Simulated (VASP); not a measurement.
Mg12H (a cell with a defect), 13 atoms in the cell. The cell holds a defect, 13 atoms: a = 6.420 Å, b = 9.630 Å, c = 5.213 Å, α = 90.00°, β = 90.00°, γ = 120.00°. The cell was built by a generator and needn't be a form met in nature.

```yaml
Program: VASP 6.6.1
Task: relaxation of the atoms
Functional: PBE
Potentials_or_basis: VASP PAW PBE potentials, release 64 (Mg, H)
Cutoff: 520 eV
k_mesh: 2 × 2 × 2
Occupations: fermi-dirac, width 0.15 eV
Spin: no spin polarisation
Dipole_correction: no
Further_INCAR_settings: ALGO = Normal; EDIFF = 1e-06; IBRION = 2; EDIFFG = -0.08; NSW = 45
```

Potentials or basis: VASP PAW PBE potentials, release 64 (Mg, H).

Launch:

```sh
$ cat potpaw_PBE.64/Mg/POTCAR potpaw_PBE.64/H/POTCAR > POTCAR
$ mpirun -np 1 vasp_std > vasp.out
```

Hardware: 1 thread of AMD EPYC 9R45 96-Core Processor (Zen 5) (shared host).

Problem. How long does it take, and how much memory?

Solution. Run time: 64 s on 1 thread of AMD EPYC 9R45 96-Core Processor (Zen 5), on a shared host, peak memory 0.36 GiB. Counts: scf iterations 22, k points 8, ion steps 3.
